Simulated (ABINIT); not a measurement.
Wanted: the native input for an ABINIT 10.8.3 (patched build) run.

```
Task                : work function
Functional          : PBE
Potentials or basis : JTH PAW PBE v2.0
Cutoff              : 544 eV
k mesh              : 10 × 10 × 1
Occupations         : fermi-dirac, width 0.05 eV
Spin                : no spin polarisation
Most SCF steps      : 120
Fine-grid cutoff    : 1088.46 eV
```

The system is WS2, a slab with vacuum.

```
S W
1.0
     3.15800    0.00000    0.00000
    -1.57900    2.73491    0.00000
     0.00000    0.00000   24.29369
S W
4 2
Cartesian
  0.0000 1.8233 7.5000
  0.0000 1.8233 10.6304
  0.0000 0.0000 13.6633
  0.0000 0.0000 16.7937
  1.5790 0.9116 9.0840
  0.0000 1.8233 15.2473
```

These files were run (other wordings do the same):

run.abi

```
pp_dirpath "./"
pseudos "S.GGA_PBE-JTH.xml, W.GGA_PBE-JTH.xml"

acell 5.9677565539 5.967756554 45.9084117881
rprim
     1.0000000000     0.0000000000     0.0000000000
    -0.5000000000     0.8660254038     0.0000000000
     0.0000000000     0.0000000000     1.0000000000
ntypat 2
znucl 16 74
natom 6
typat 1 2 1 1 2 1
xred
     0.3333333333     0.6666666667     0.3087222011
     0.6666666667     0.3333333333     0.3739233342
     0.3333333333     0.6666666667     0.4375768918
     0.0000000000     0.0000000000     0.5624231082
     0.3333333333     0.6666666667     0.6276242413
     0.0000000000     0.0000000000     0.6912777989
chkprim 0
chksymtnons 0
tolsym 1.0e-6

ecut 544.227725 eV
pawecutdg 40.0
pawxcdev 0

kptopt 1
ngkpt 10 10 1
nshiftk 1
shiftk 0.0 0.0 0.0

ixc 11

nband 32
occopt 3
tsmear 0.05 eV

nstep 120
tolvrs 1.0e-9

iomode 3
prtwf 0
prteig 0
prtebands 0
prtvol 2
prtden 1
prtvha 1
prtvclmb 1
prtpot 1
```

Potentials or basis: JTH PAW PBE v2.0.

Launch:

```sh
$ mpirun --bind-to none -np 4 abinit run.abi > log 2>&1
```

Results of the run:

```json
{"Largest force": "0.665 eV/Å", "Band gap on the k mesh": "1.52 eV, indirect (least direct gap 2.21 eV)", "Valence electrons inside the program's atomic spheres": "S 3.62, 3.64; W 11.74, 11.75", "Work function": "4.59 eV"}
```

Caveat: the slab has no dipole correction, so unlike faces share one vacuum level; spin-orbit coupling is left out, which moves the levels of the heavy elements.

Run time: 4.8 min on 4 MPI ranks on Arm Neoverse V2, with other jobs on the host, peak memory 0.8 GiB a rank.
